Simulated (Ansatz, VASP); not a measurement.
Two plane-wave programs on GaAs

File INCAR:

```
SYSTEM = GaAs
  PREC = Accurate
  ENCUT = 520
  EDIFF = 1E-7
  ISMEAR = 0
  SIGMA = 0.01
  LREAL = .False.
  LASPH = .True.
  NELM = 80
  ALGO = Normal
  ISIF = 2
  LWAVE = .False.
  LCHARG = .False.
  GGA = PE
  NBANDS = 16
```

KPOINTS

```
Automatic mesh
0
Gamma
  8 8 8
  0 0 0
```

Contents of POSCAR:

```
GaAs
1.0
    0.0000000000      2.8268500000      2.8268500000
    2.8268500000      0.0000000000      2.8268500000
    2.8268500000      2.8268500000      0.0000000000
Ga As
1 1
Direct
    0.0000000000      0.0000000000      0.0000000000
    0.2500000000      0.2500000000      0.2500000000
```

Input for Ansatz:

```yaml
crystal:
  lattice:
    - [0.0, 2.82685, 2.82685]
    - [2.82685, 0.0, 2.82685]
    - [2.82685, 2.82685, 0.0]
  atoms:
    - { symbol: Ga, position: [0.0, 0.0, 0.0] }
    - { symbol: As, position: [0.25, 0.25, 0.25] }
kpoints:
  mp_grid:
    grid: [8, 8, 8]
scf:
  occupations:
    method: fixed
output:
  eigenvalues: true
```

Alike in both runs: task single point; functional PBE; k mesh 8 × 8 × 8; no spin polarisation.

|  | VASP | Ansatz |
| --- | --- | --- |
| version | VASP 6.6.1 | Ansatz 0.2.0 |
| potentials or method | VASP PAW PBE potentials, release 64 (Ga_d, As) | plane waves, PAW |
| plane-wave cutoff (eV) | 520 | 420 |
| occupations | gaussian, width 0.01 eV | fixed |
| valence electrons in the cell | 18 | 28 |

```tsv
	VASP	Ansatz	Ansatz less VASP
gap on the k mesh at the Fermi level (eV)	0.52	0.52	-0.005
```

The two sets of potentials don't hold the same shells in valence.

A k mesh can miss the band edges. Expect the measured gap to be larger: semilocal functionals such as PBE lack the derivative discontinuity.
